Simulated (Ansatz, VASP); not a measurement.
Two plane-wave programs on Ni

INCAR

```
PREC = Accurate
ENCUT = 520
EDIFF = 1E-6
ISMEAR = -1
SIGMA = 0.05
LREAL = F
LASPH = T
NELM = 150
ALGO = Normal
ISIF = 2
LWAVE = F
LCHARG = T
ISPIN = 2
MAGMOM = 1
LORBIT = 11
LMAXMIX = 4
LELF = T
LVHAR = T
NBANDS = 15
```

Contents of KPOINTS:

```
regular mesh
0
Gamma
  13 13 13
```

POSCAR

```
Ni
1.0
   -1.3928794157      1.3928794157      1.3928794157
    1.3928794157     -1.3928794157      1.3928794157
    1.3928794157      1.3928794157     -1.3928794157
Ni
1
Direct
    0.0000000000      0.0000000000      0.0000000000
```

File input.yaml:

```yaml
crystal:
  lattice:
    - [-1.3928794157, 1.3928794157, 1.3928794157]
    - [1.3928794157, -1.3928794157, 1.3928794157]
    - [1.3928794157, 1.3928794157, -1.3928794157]
  atoms:
    - { symbol: Ni, position: [0.0, 0.0, 0.0], spin: 1.0 }
hamiltonian:
  xc: lda
  pseudopotentials: { kind: paw }
magnetization:
  spin_polarized: true
kpoints:
  mp_grid: { grid: [13, 13, 13] }
scf:
  occupations: { method: fermi_dirac, width: 0.05 }
output:
  forces: true
  stress: true
  eigenvalues: true
  write_density: true
  write_potential: true
  elf: true
  volumetric_format: npy
```

This isn't the form of Ni at room conditions, which is fcc.

Alike in both runs: task single point; functional LDA; k mesh 13 × 13 × 13; occupations fermi-dirac, width 0.05 eV; collinear spin.

```csv
,VASP,Ansatz
version,VASP 6.6.1,Ansatz 0.2.0
potentials or method,"VASP PAW LDA potentials, release 64 (Ni)",Ansatz PAW
plane-wave cutoff (eV),520,420
valence electrons in the cell,10,18
```

```tsv
	VASP	Ansatz	Ansatz less VASP
gap on the k mesh at the Fermi level (eV)	none	none	-
pressure (GPa)	-14.0	-13.9	+0.08
net moment per atom (μB)	0.51	0.57	+0.060
size of the moment on the site where the two differ most (μB)	0.51	0.59	+0.077
```

Site moments also hang on the region over which each program counts them. A gap of «none» marks a metal or a gap that the smearing closes. The two sets of potentials don't hold the same shells in valence.

Caveats: the PAW data sets come from PBE, with cores solved anew for the run's functional, which leaves a small shift of forces and pressure (Ansatz).
